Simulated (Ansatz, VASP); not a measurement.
**One calculation of Zn, two programs**

Contents of run.py:

```python
from ase.calculators.vasp import Vasp
from ase.dft.bandgap import bandgap
from ase.io import read

atoms = read('Zn.cif')
calc = Vasp(
    directory='calc',
    xc='rpbe',
    pp='PBE',
    setups='materialsproject',
    prec='Accurate',
    encut=520,
    ediff=1e-06,
    ismear=0,
    sigma=0.1,
    lreal=False,
    lasph=True,
    nelm=80,
    algo='Normal',
    isif=2,
    lwave=False,
    lcharg=True,
    lelf=True,
    lvhar=True,
    kpts=[12, 12, 12],
    gamma=True,
)
atoms.calc = calc

print('energy (eV):', atoms.get_potential_energy())
print('free energy (eV):', atoms.get_potential_energy(force_consistent=True))
print('forces (eV/A):')
print(atoms.get_forces())
print('stress (eV/A^3, Voigt):', atoms.get_stress())
print('Fermi level (eV):', calc.get_fermi_level())
gap, top, bottom = bandgap(calc)
print('band gap (eV):', gap, 'from (spin, k, band)', top, 'to', bottom)
```

Contents of Zn.cif:

```cif
data_Zn
_cell_length_a 2.71765180
_cell_length_b 2.71765180
_cell_length_c 2.71765180
_cell_angle_alpha 109.47122063
_cell_angle_beta 109.47122063
_cell_angle_gamma 109.47122063
_space_group_name_H-M_alt 'P1'
_space_group_name_Hall 'P 1'
_space_group_IT_number 1
loop_
_space_group_symop_operation_xyz
'x,y,z'
loop_
_atom_site_label
_atom_site_type_symbol
_atom_site_symmetry_multiplicity
_atom_site_Wyckoff_symbol
_atom_site_fract_x
_atom_site_fract_y
_atom_site_fract_z
_atom_site_occupancy
Zn1 Zn 1 a 0.0000000000 0.0000000000 0.0000000000 1
```

The input input.yaml:

```yaml
crystal:
  lattice:
    - [-1.569037, 1.569037, 1.569037]
    - [1.569037, -1.569037, 1.569037]
    - [1.569037, 1.569037, -1.569037]
  atoms:
    - { symbol: Zn, position: [0.0, 0.0, 0.0] }
hamiltonian:
  xc: rpbe
  pseudopotentials: { kind: paw }
kpoints:
  mp_grid: { grid: [12, 12, 12] }
scf:
  occupations: { method: gaussian, width: 0.1 }
output:
  forces: true
  stress: true
  eigenvalues: true
```

This isn't the form of Zn at room conditions, which is hcp.

Alike in both runs: task single point; functional RPBE; k mesh 12 × 12 × 12; occupations gaussian, width 0.1 eV; no spin polarisation.

```csv
,VASP,Ansatz
version,VASP 6.6.1,Ansatz 0.2.0
potentials or method,"VASP PAW PBE potentials, release 64 (Zn)",Ansatz PAW
plane-wave cutoff (eV),520,420
valence electrons in the cell,12,12
```

Ansatz gave:

| Property | Result |
| --- | --- |
| gap on the k mesh at the Fermi level (eV) | none |
| pressure (GPa) | 2.5 |

Task: Estimate VASP's values.

Result: gap on the k mesh at the Fermi level (eV): none; pressure (GPa): 2.8.

A gap of «none» marks a metal or a gap that the smearing closes. With one functional, cell and mesh, what is left measures potentials, basis and numerics.

Caveats: the PAW data sets were made with another functional, which shifts forces and pressure a little (VASP); the PAW data sets come from PBE, with cores solved anew for the run's functional, which leaves a small shift of forces and pressure (Ansatz).
